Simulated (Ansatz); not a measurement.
# IrO2 (P4_2/mnm): one cell, many starting occupations (series 2)

Task: map the metastable states of IrO2 (P4_2/mnm) by varying the start. Cell and atoms stay fixed.

Computed with Ansatz 0.2.0 (DFT PBEsol+U (U_eff = 3 eV on Ir d, around-mean-field double counting), plane waves, PAW, no spin–orbit coupling unless a run says so, unless a step's input says otherwise).

### 1 Starting point

The structure is tetragonal, space group P4_2/mnm (No. 136). Conventional cell: a = 4.499 Å, b = 4.499 Å, c = 3.146 Å, α = 90.00°, β = 90.00°, γ = 90.00°. Ir (site symmetry mmm) is surrounded by 6 O at 1.98 Å. O (site symmetry m2m) is surrounded by 3 Ir at 1.98 Å.

As a file:

```
Ir O
1.0
     4.49900    0.00000    0.00000
     0.00000    4.49900    0.00000
     0.00000    0.00000    3.14600
Ir O
2 4
Direct
  0.00000 0.00000 0.00000
  0.50000 0.50000 0.50000
  0.31100 0.31100 0.00000
  0.18900 0.81100 0.50000
  0.68900 0.68900 0.00000
  0.81100 0.18900 0.50000
```

Magnetic order typed: ferromagnetic.

The runs: random orbitals: single harmonics, second filling; random orbitals: fully mixed, first filling; random orbitals: fully mixed, one electron fewer; random orbitals: drawn by pairs, second filling.

An earlier series on this cell reached its lowest free state from «random orbitals: drawn by pairs, first filling», perhaps among other starts (it ended without moments).

### 2 Random orbitals: single harmonics, second filling

Contents of input.yaml:

```yaml
crystal:
  lattice:
    - [4.49900026, 0.0, 0.0]
    - [0.0, 4.49900026, 0.0]
    - [0.0, 0.0, 3.14600018]
  atoms:
    - { symbol: Ir, position: [0.0, 0.0, 0.0], spin: 1.0 }
    - { symbol: Ir, position: [0.5, 0.5, 0.5], spin: 3.0 }
    - { symbol: O, position: [0.311, 0.311, 0.0] }
    - { symbol: O, position: [0.189, 0.811, 0.5] }
    - { symbol: O, position: [0.689, 0.689, 0.0] }
    - { symbol: O, position: [0.811, 0.189, 0.5] }
basis:
  ecutwfc: 420
  ecutrho_ratio: 4
kpoints:
  mp_grid: { grid: [4, 4, 6] }
hamiltonian:
  xc: pbesol
  hubbard:
    sites:
      - { site: 0, l: d, u_eff: 3.0, starting_ns: [{ spin: up, occupation_matrix: s0up }, { spin: down, occupation_matrix: s0down }] }
      - { site: 1, l: d, u_eff: 3.0, starting_ns: [{ spin: up, occupation_matrix: s1up }, { spin: down, occupation_matrix: s1down }] }
    double_counting: amf
    occupation_matrices:
      s0up:
        matrix:
          - [0.97, 0.0, 0.0, 0.0, 0.0]
          - [0.0, 0.02, 0.0, 0.0, 0.0]
          - [0.0, 0.0, 0.97, 0.0, 0.0]
          - [0.0, 0.0, 0.0, 0.97, 0.0]
          - [0.0, 0.0, 0.0, 0.0, 0.02]
      s0down:
        matrix:
          - [0.02, 0.0, 0.0, 0.0, 0.0]
          - [0.0, 0.97, 0.0, 0.0, 0.0]
          - [0.0, 0.0, 0.02, 0.0, 0.0]
          - [0.0, 0.0, 0.0, 0.02, 0.0]
          - [0.0, 0.0, 0.0, 0.0, 0.97]
      s1up:
        matrix:
          - [0.02, 0.0, 0.0, 0.0, 0.0]
          - [0.0, 0.97, 0.0, 0.0, 0.0]
          - [0.0, 0.0, 0.97, 0.0, 0.0]
          - [0.0, 0.0, 0.0, 0.97, 0.0]
          - [0.0, 0.0, 0.0, 0.0, 0.97]
      s1down:
        matrix:
          - [0.97, 0.0, 0.0, 0.0, 0.0]
          - [0.0, 0.02, 0.0, 0.0, 0.0]
          - [0.0, 0.0, 0.02, 0.0, 0.0]
          - [0.0, 0.0, 0.0, 0.02, 0.0]
          - [0.0, 0.0, 0.0, 0.0, 0.02]
    ns_hold: { iters: 12 }
scf:
  occupations: { method: gaussian, width: 0.05 }
  lower_state_search: "off"
  max_iter: 150
output:
  forces: true
  stress: true
  eigenvalues: true
  populations: true
  hubbard: { sites: [{ site: 0, l: d }, { site: 1, l: d }] }
magnetization:
  spin_polarized: true
```

The typed matrices put 0.97 on the chosen orbitals and 0.02 on the others, and are held for 12 cycles.

Started as:

```console
> ansatz run input.yaml --threads 4 --pin off --max-ram 6144MiB --backend cpu --events-out ev --progress --plain --runs-dir out
```

Log (excerpt; [...] marks lines left out):

```text
Warning: crystal.symmetry: narrowed to the stabiliser of the occupation matrices — unitary ops 8 → 4; lowered by the specified shell (site 0, l: d); largest admitted image defect 4.4e-16, smallest excluded 9.5e-1 — at a splitting's scale: the group the occupation matrices' own texture admits
Warning: RAYON_NUM_THREADS=4 ignored (pool sized by the plan → 4); use --threads N
Ir: projections on atomic orbitals take those of the free atom [Kr 4d10 4f14] 5s2 5p6 5d7 6s2, of charge +0.00 (hamiltonian.pseudopotentials.projection_atoms); the dataset's partial waves leave at most 8.4e-5 of an orbital's norm unspanned inside its sphere
O: projections on atomic orbitals take those of the free atom [He] 2s2 2p4, of charge +0.00 (hamiltonian.pseudopotentials.projection_atoms); the dataset's partial waves leave at most 1.9e-8 of an orbital's norm unspanned inside its sphere
[...]
Pseudopotentials: kind: paw
Pseudopotential: Ir, paw, valence charge 17, recommended cutoff 420 eV (normal), Ir.paw.azcp
Pseudopotential: O, paw, valence charge 6, recommended cutoff 420 eV (normal), O.paw.azcp
Functional definition: PBEsol
[...]
Crystal: 6 atoms, lattice volume = 63.678 Å³
Basis set: ecut = 420 eV, 1243 PW (Γ), exchange–correlation on 64×64×48 points (8 copies of the dense FFT grid, shifted against one another)
Bands: 38, of which v1, the nominal top of the filled ones, is band 29 counted from 1 (28 counted from 0)
Symmetry: 4 space group operations
k-points: 40 of 96
[...]
Starting moments: Σ|m| = 4 μB on 2 of 6 sites
[...]
SCF iter   1: F=—  HF=-25832.041166 eV  |F-HF|=—  |Δ(HF+E_count)|=         —  Δρ=9.11e-2 (↑7.95e-2 ↓9.11e-2)  dr2=1.56e0  dr2_m=3.14e0  M=1.696 μB ∫|m|=2.161 μB  β_m=0.30  ethr=2.69e-3  ⟨swp⟩=1.0  Hψ=14957  notcnv=0
[...]
WARN: the starting moments were not kept: the SCF closed with an absolute magnetisation of 2.6e-5 μB, where they sum to 4 μB in size (2 sites). That is at most 0.1 of that sum. Measured as dr2_m measures the in/out step, that magnetisation stands 2.2e-10 eV from none, at or under the [...]
WARN: hamiltonian.hubbard: on 4 of 4 specified blocks the occupation matrix of this SCF's result fails the test of the specified filling. At site 0 ↑ (sites count from 0 in the list of atoms of the cell that this SCF solves) the least filled combination of the orbitals specified full has [...]
--- Stress (GPa, compression-positive) ---
       -2.687068       0.000004       0.000000
        0.000004      -2.687068       0.000000
        0.000000       0.000000       3.335430
  P = ⅓ Tr σ = -0.6796 GPa (-6.796 kbar)
--- Band table (eV; the first three rows and the last of 80) ---
[...]
Occupation matrices written to <dir>
--- Löwdin populations: 6 sites ---
  site symbol       q [e]    m [muB]
     0     Ir     15.5607     0.0000
     1     Ir     15.5607    -0.0000
     2      O      6.6563    -0.0000
     3      O      6.6563    -0.0000
     4      O      6.6563    -0.0000
     5      O      6.6563    -0.0000
  spilling = 0.004368 (of n_electrons = 58.000000)
--- Occupation matrices: 2 shells (run DFT+U table (all-electron-ortho-atomic); ε = 7.45e-4) ---
  Ir0 d_5D: site group D2h (mmm)
  Ir0 d_5D up     Tr n = 3.5160  λ = 0.397 0.419 0.836 0.889 0.974  [yz 0.50 B3g(1.00) | xy 0.65 Ag(1.00) | x2-y2 1.00 B1g(1.00) | xz 0.50 B2g(1.00) | z2 0.65 Ag(1.00)]
  Ir0 d_5D dn     Tr n = 3.5160  λ = 0.397 0.419 0.836 0.889 0.974  [xz 0.50 B3g(1.00) | xy 0.65 Ag(1.00) | x2-y2 1.00 B1g(1.00) | yz 0.50 B2g(1.00) | z2 0.65 Ag(1.00)]
  specified occupation → Ir0 d_5D up: matrix, ‖Δ‖_F = 1.0781, Tr Δ = -0.5660, displaced = 1.0745, d_λ = 0.5709; orbital distance = 1.3035
  specified occupation → Ir0 d_5D dn: matrix, ‖Δ‖_F = 1.4587, Tr Δ = -1.5160, displaced = 1.5611, d_λ = 0.9871; orbital distance = 1.5168
  Ir1 d_5D: site group D2h (mmm)
  Ir1 d_5D up     Tr n = 3.5160  λ = 0.397 0.419 0.836 0.889 0.974  [yz 0.50 B3g(1.00) | xy 0.65 Ag(1.00) | x2-y2 1.00 B1g(1.00) | xz 0.50 B2g(1.00) | z2 0.65 Ag(1.00)]
  Ir1 d_5D dn     Tr n = 3.5160  λ = 0.397 0.419 0.836 0.889 0.974  [xz 0.50 B3g(1.00) | xy 0.65 Ag(1.00) | x2-y2 1.00 B1g(1.00) | xz 0.50 B2g(1.00) | z2 0.65 Ag(1.00)]
  specified occupation → Ir1 d_5D up: matrix, ‖Δ‖_F = 1.0945, Tr Δ = +0.3840, displaced = 1.0117, d_λ = 0.6854; orbital distance = 1.4142
  specified occupation → Ir1 d_5D dn: matrix, ‖Δ‖_F = 1.4464, Tr Δ = -2.4660, displaced = 1.5038, d_λ = 1.3128; orbital distance = 0.8362
  Tr n, λ and their labels are of the run-group-symmetrised matrices; stabiliser: 32 of 32 elements of G0×{1,Θ} (closed), max defect 1.5e-5 at τ = 1.6e-4
```

It took 11 s on 4 threads of Arm Neoverse V2, shared host; peak memory 0.52 GiB.

It ends with no gap, pressure -0.7 GPa, no moment over 0.05 μB in any sphere, largest force component 0.43 eV/Å, 4 symmetry operations imposed. The program reports that the typed filling wasn't kept.

The shells' filling, with natural orbitals sorted by occupation:

| shell | channel | electrons | over 0.8 | 0.2 to 0.8 | under 0.2 |
| --- | --- | --- | --- | --- | --- |
| Ir 5d (atom 1) | up | 3.52 | 3 | 2 | 0 |
| Ir 5d (atom 1) | down | 3.52 | 3 | 2 | 0 |

### 3 Random orbitals: fully mixed, first filling

Changes to input.yaml since step 2:

```diff
@@ -6,4 +6,4 @@
   atoms:
-    - { symbol: Ir, position: [0.0, 0.0, 0.0], spin: 1.0 }
-    - { symbol: Ir, position: [0.5, 0.5, 0.5], spin: 3.0 }
+    - { symbol: Ir, position: [0.0, 0.0, 0.0], spin: 5.0 }
+    - { symbol: Ir, position: [0.5, 0.5, 0.5], spin: 5.0 }
     - { symbol: O, position: [0.311, 0.311, 0.0] }
@@ -28,6 +28,6 @@
           - [0.97, 0.0, 0.0, 0.0, 0.0]
-          - [0.0, 0.02, 0.0, 0.0, 0.0]
+          - [0.0, 0.97, 0.0, 0.0, 0.0]
           - [0.0, 0.0, 0.97, 0.0, 0.0]
           - [0.0, 0.0, 0.0, 0.97, 0.0]
-          - [0.0, 0.0, 0.0, 0.0, 0.02]
+          - [0.0, 0.0, 0.0, 0.0, 0.97]
       s0down:
@@ -35,9 +35,9 @@
           - [0.02, 0.0, 0.0, 0.0, 0.0]
-          - [0.0, 0.97, 0.0, 0.0, 0.0]
+          - [0.0, 0.02, 0.0, 0.0, 0.0]
           - [0.0, 0.0, 0.02, 0.0, 0.0]
           - [0.0, 0.0, 0.0, 0.02, 0.0]
-          - [0.0, 0.0, 0.0, 0.0, 0.97]
+          - [0.0, 0.0, 0.0, 0.0, 0.02]
       s1up:
         matrix:
-          - [0.02, 0.0, 0.0, 0.0, 0.0]
+          - [0.97, 0.0, 0.0, 0.0, 0.0]
           - [0.0, 0.97, 0.0, 0.0, 0.0]
@@ -48,3 +48,3 @@
         matrix:
-          - [0.97, 0.0, 0.0, 0.0, 0.0]
+          - [0.02, 0.0, 0.0, 0.0, 0.0]
           - [0.0, 0.02, 0.0, 0.0, 0.0]
@@ -53,3 +53,3 @@
           - [0.0, 0.0, 0.0, 0.0, 0.02]
-    ns_hold: { iters: 12 }
+    ns_hold: { iters: 5 }
 scf:
```

At this filling each channel is wholly full or empty, so no choice of orbitals remains. The typed matrices put 0.97 on the chosen orbitals and 0.02 on the others, and are held for 5 cycles.

Started as:

```console
> ansatz run input.yaml --threads 4 --pin off --max-ram 6144MiB --backend cpu --events-out ev --progress --plain --runs-dir out
```

Log (excerpt; [...] marks lines left out):

```text
Warning: RAYON_NUM_THREADS=4 ignored (pool sized by the plan → 4); use --threads N
Ir: projections on atomic orbitals take those of the free atom [Kr 4d10 4f14] 5s2 5p6 5d7 6s2, of charge +0.00 (hamiltonian.pseudopotentials.projection_atoms); the dataset's partial waves leave at most 8.4e-5 of an orbital's norm unspanned inside its sphere
O: projections on atomic orbitals take those of the free atom [He] 2s2 2p4, of charge +0.00 (hamiltonian.pseudopotentials.projection_atoms); the dataset's partial waves leave at most 1.9e-8 of an orbital's norm unspanned inside its sphere
[...]
Pseudopotentials: kind: paw
Pseudopotential: Ir, paw, valence charge 17, recommended cutoff 420 eV (normal), Ir.paw.azcp
Pseudopotential: O, paw, valence charge 6, recommended cutoff 420 eV (normal), O.paw.azcp
Functional definition: PBEsol
[...]
Crystal: 6 atoms, lattice volume = 63.678 Å³
Basis set: ecut = 420 eV, 1243 PW (Γ), exchange–correlation on 64×64×48 points (8 copies of the dense FFT grid, shifted against one another)
[...]
WARN: the starting moments were not kept: the SCF closed with an absolute magnetisation of 1.9e-6 μB, where they sum to 10 μB in size (2 sites). That is at most 0.1 of that sum. Measured as dr2_m measures the in/out step, that magnetisation stands 9.6e-13 eV from none, at or under the [...]
  Ir0 d_5D dn     Tr n = 3.5160  λ = 0.397 0.419 0.836 0.889 0.974  [xz 0.50 B3g(1.00) | xy 0.65 Ag(1.00) | x2-y2 1.00 B1g(1.00) | xz 0.50 B2g(1.00) | z2 0.65 Ag(1.00)]
  specified occupation → Ir0 d_5D up: matrix, ‖Δ‖_F = 0.8100, Tr Δ = +1.3340, displaced = 0.6712, d_λ = 0.8100; orbital distance = 0.0000
  specified occupation → Ir0 d_5D dn: matrix, ‖Δ‖_F = 1.6229, Tr Δ = -3.4160, displaced = 1.7080, d_λ = 1.6229; orbital distance = 0.0000
  Ir1 d_5D: site group D2h (mmm)
  Ir1 d_5D up     Tr n = 3.5160  λ = 0.397 0.419 0.836 0.889 0.974  [xz 0.50 B3g(1.00) | xy 0.65 Ag(1.00) | x2-y2 1.00 B1g(1.00) | xz 0.50 B2g(1.00) | z2 0.65 Ag(1.00)]
  Ir1 d_5D dn     Tr n = 3.5160  λ = 0.397 0.419 0.836 0.889 0.974  [xz 0.50 B3g(1.00) | xy 0.65 Ag(1.00) | x2-y2 1.00 B1g(1.00) | xz 0.50 B2g(1.00) | z2 0.65 Ag(1.00)]
  specified occupation → Ir1 d_5D up: matrix, ‖Δ‖_F = 0.8100, Tr Δ = +1.3340, displaced = 0.6712, d_λ = 0.8100; orbital distance = 0.0000
  specified occupation → Ir1 d_5D dn: matrix, ‖Δ‖_F = 1.6229, Tr Δ = -3.4160, displaced = 1.7080, d_λ = 1.6229; orbital distance = 0.0000
  Tr n, λ and their labels are of the run-group-symmetrised matrices; stabiliser: 32 of 32 elements of G0×{1,Θ} (closed), max defect 9.0e-7 at τ = 2.7e-5
```

It took 4.3 s on 4 threads of Arm Neoverse V2, shared host; peak memory 0.45 GiB.

End state: no gap, pressure -0.7 GPa, no moment over 0.05 μB in any sphere, largest force component 0.43 eV/Å, 16 symmetry operations imposed. The program reports that the typed filling wasn't kept.

The shells' filling, with natural orbitals sorted by occupation:

| shell | channel | electrons | over 0.8 | 0.2 to 0.8 | under 0.2 |
| --- | --- | --- | --- | --- | --- |
| Ir 5d (atom 1) | up | 3.52 | 3 | 2 | 0 |
| Ir 5d (atom 1) | down | 3.52 | 3 | 2 | 0 |

### 4 Random orbitals: fully mixed, one electron fewer

Changes to input.yaml since step 3:

```diff
@@ -6,4 +6,4 @@
   atoms:
-    - { symbol: Ir, position: [0.0, 0.0, 0.0], spin: 5.0 }
-    - { symbol: Ir, position: [0.5, 0.5, 0.5], spin: 5.0 }
+    - { symbol: Ir, position: [0.0, 0.0, 0.0], spin: 4.0 }
+    - { symbol: Ir, position: [0.5, 0.5, 0.5], spin: 4.0 }
     - { symbol: O, position: [0.311, 0.311, 0.0] }
@@ -27,7 +27,7 @@
         matrix:
-          - [0.97, 0.0, 0.0, 0.0, 0.0]
-          - [0.0, 0.97, 0.0, 0.0, 0.0]
-          - [0.0, 0.0, 0.97, 0.0, 0.0]
-          - [0.0, 0.0, 0.0, 0.97, 0.0]
-          - [0.0, 0.0, 0.0, 0.0, 0.97]
+          - [0.71488, 0.03434, 0.00981, 0.41212, 0.0785]
+          - [0.03434, 0.96538, -0.00132, -0.05548, -0.01057]
+          - [0.00981, -0.00132, 0.96962, -0.01585, -0.00302]
+          - [0.41212, -0.05548, -0.01585, 0.30427, -0.12681]
+          - [0.0785, -0.01057, -0.00302, -0.12681, 0.94585]
       s0down:
@@ -41,7 +41,7 @@
         matrix:
-          - [0.97, 0.0, 0.0, 0.0, 0.0]
-          - [0.0, 0.97, 0.0, 0.0, 0.0]
-          - [0.0, 0.0, 0.97, 0.0, 0.0]
-          - [0.0, 0.0, 0.0, 0.97, 0.0]
-          - [0.0, 0.0, 0.0, 0.0, 0.97]
+          - [0.71488, 0.03434, 0.00981, 0.41212, 0.0785]
+          - [0.03434, 0.96538, -0.00132, -0.05548, -0.01057]
+          - [0.00981, -0.00132, 0.96962, -0.01585, -0.00302]
+          - [0.41212, -0.05548, -0.01585, 0.30427, -0.12681]
+          - [0.0785, -0.01057, -0.00302, -0.12681, 0.94585]
       s1down:
@@ -53,3 +53,3 @@
           - [0.0, 0.0, 0.0, 0.0, 0.02]
-    ns_hold: { iters: 5 }
+    ns_hold: { iters: 12 }
 scf:
```

The typed matrices are held for 12 cycles.

Started as:

```console
> ansatz run input.yaml --threads 4 --pin off --max-ram 6144MiB --backend cpu --events-out ev --progress --plain --runs-dir out
```

Log (excerpt; [...] marks lines left out):

```text
Warning: crystal.symmetry: narrowed to the stabiliser of the occupation matrices — unitary ops 16 → 2; lowered by the specified shells (site 0, l: d), (site 1, l: d); largest admitted image defect 4.4e-16, smallest excluded 1.1e-1 — at a splitting's scale: the group the occupation [...]
Warning: RAYON_NUM_THREADS=4 ignored (pool sized by the plan → 4); use --threads N
Ir: projections on atomic orbitals take those of the free atom [Kr 4d10 4f14] 5s2 5p6 5d7 6s2, of charge +0.00 (hamiltonian.pseudopotentials.projection_atoms); the dataset's partial waves leave at most 8.4e-5 of an orbital's norm unspanned inside its sphere
O: projections on atomic orbitals take those of the free atom [He] 2s2 2p4, of charge +0.00 (hamiltonian.pseudopotentials.projection_atoms); the dataset's partial waves leave at most 1.9e-8 of an orbital's norm unspanned inside its sphere
[...]
Pseudopotentials: kind: paw
Pseudopotential: Ir, paw, valence charge 17, recommended cutoff 420 eV (normal), Ir.paw.azcp
Pseudopotential: O, paw, valence charge 6, recommended cutoff 420 eV (normal), O.paw.azcp
Functional definition: PBEsol
[...]
Crystal: 6 atoms, lattice volume = 63.678 Å³
Basis set: ecut = 420 eV, 1243 PW (Γ), exchange–correlation on 64×64×48 points (8 copies of the dense FFT grid, shifted against one another)
[...]
WARN: the starting moments were not kept: the SCF closed with an absolute magnetisation of 2.0e-5 μB, where they sum to 8 μB in size (2 sites). That is at most 0.1 of that sum. Measured as dr2_m measures the in/out step, that magnetisation stands 1.3e-10 eV from none, at or under the [...]
WARN: hamiltonian.hubbard: on 4 of 4 specified blocks the occupation matrix of this SCF's result fails the test of the specified filling. At site 0 ↑ (sites count from 0 in the list of atoms of the cell that this SCF solves) the least filled combination of the orbitals specified full has [...]
  spilling = 0.004368 (of n_electrons = 58.000000)
--- Occupation matrices: 2 shells (run DFT+U table (all-electron-ortho-atomic); ε = 6.44e-4) ---
  Ir0 d_5D: site group D2h (mmm)
  Ir0 d_5D up     Tr n = 3.5160  λ = 0.397 0.419 0.836 0.889 0.974  [xz 0.50 B3g(1.00) | xy 0.65 Ag(1.00) | x2-y2 1.00 B1g(1.00) | yz 0.50 B2g(1.00) | z2 0.65 Ag(1.00)]
  Ir0 d_5D dn     Tr n = 3.5160  λ = 0.397 0.419 0.836 0.889 0.974  [yz 0.50 B3g(1.00) | xy 0.65 Ag(1.00) | x2-y2 1.00 B1g(1.00) | xz 0.50 B2g(1.00) | z2 0.65 Ag(1.00)]
  specified occupation → Ir0 d_5D up: matrix, ‖Δ‖_F = 1.0869, Tr Δ = +0.3840, displaced = 0.9694, d_λ = 0.6854; orbital distance = 1.4133
  specified occupation → Ir0 d_5D dn: matrix, ‖Δ‖_F = 1.6229, Tr Δ = -3.4160, displaced = 1.7080, d_λ = 1.6229; orbital distance = 0.0000
  Ir1 d_5D: site group D2h (mmm)
  Ir1 d_5D up     Tr n = 3.5160  λ = 0.397 0.419 0.836 0.889 0.974  [xz 0.50 B3g(1.00) | xy 0.65 Ag(1.00) | x2-y2 1.00 B1g(1.00) | yz 0.50 B2g(1.00) | z2 0.65 Ag(1.00)]
  Ir1 d_5D dn     Tr n = 3.5160  λ = 0.397 0.419 0.836 0.889 0.974  [yz 0.50 B3g(1.00) | xy 0.65 Ag(1.00) | x2-y2 1.00 B1g(1.00) | xz 0.50 B2g(1.00) | z2 0.65 Ag(1.00)]
  specified occupation → Ir1 d_5D up: matrix, ‖Δ‖_F = 1.1597, Tr Δ = +0.3840, displaced = 1.0390, d_λ = 0.6854; orbital distance = 1.4114
  specified occupation → Ir1 d_5D dn: matrix, ‖Δ‖_F = 1.6229, Tr Δ = -3.4160, displaced = 1.7080, d_λ = 1.6229; orbital distance = 0.0000
  Tr n, λ and their labels are of the run-group-symmetrised matrices; stabiliser: 32 of 32 elements of G0×{1,Θ} (closed), max defect 1.4e-5 at τ = 1.4e-4
```

Wall time 13 s (4 threads of Arm Neoverse V2, shared host); peak memory 0.56 GiB.

Result: no gap, pressure -0.7 GPa, no moment over 0.05 μB in any sphere, largest force component 0.43 eV/Å, 2 symmetry operations imposed. The program reports that the typed filling wasn't kept.

The shells' filling, with natural orbitals sorted by occupation:

```csv
shell,channel,electrons,over 0.8,0.2 to 0.8,under 0.2
Ir 5d (atom 1),up,3.52,3,2,0
Ir 5d (atom 1),down,3.52,3,2,0
```

[end of part 1 of 2]
